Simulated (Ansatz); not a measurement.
A surface is cut from this relaxed crystal of HfN:

```cif
data_structure
_symmetry_space_group_name_H-M 'Fm-3m'
_symmetry_Int_Tables_number 225
_cell_length_a 4.5254
_cell_length_b 4.5254
_cell_length_c 4.5254
_cell_angle_alpha 90.000
_cell_angle_beta 90.000
_cell_angle_gamma 90.000
_cell_volume 92.68
loop_
_atom_site_label
_atom_site_type_symbol
_atom_site_symmetry_multiplicity
_atom_site_Wyckoff_symbol
_atom_site_fract_x
_atom_site_fract_y
_atom_site_fract_z
_atom_site_occupancy
Hf1 Hf 4 a 0.00000 0.00000 0.00000 1
N1 N 4 b 0.50000 0.00000 0.00000 1
```

Miller indices refer to the conventional cell of Fm-3m (No. 225), a = 4.525 Å, b = 4.525 Å, c = 4.525 Å, α = 90.00°, β = 90.00°, γ = 90.00°.

Method: DFT r2SCAN, scalar-relativistic, plane waves, PAW (Ansatz). Cutoff 500 eV, Gaussian smearing of 0.10 eV, no spin polarisation. A dipole correction acts along the normal.

A relaxed slab with low-index faces, about a nanometre thick, has these properties:

| Quantity | Value |
| --- | --- |
| Surface energy (mean of both faces) | 2.58 J/m² |
| Work function | 4.62 eV (top), 6.27 eV (bottom) |
| Dipole of the slab along +c, per cell | 0.08 e·Å |

Question: Which low-index plane was cut, and which atoms end it?

Answer: The (111) plane, with Hf in the top plane and N in the bottom one as cut, before relaxation. The planes from bottom to top: N, Hf, N, Hf, N, Hf, N, Hf, N, Hf.

Spin-orbit coupling is left out, which matters for the bands of heavy elements. Spin polarisation was left out, and a magnetic state may lie lower.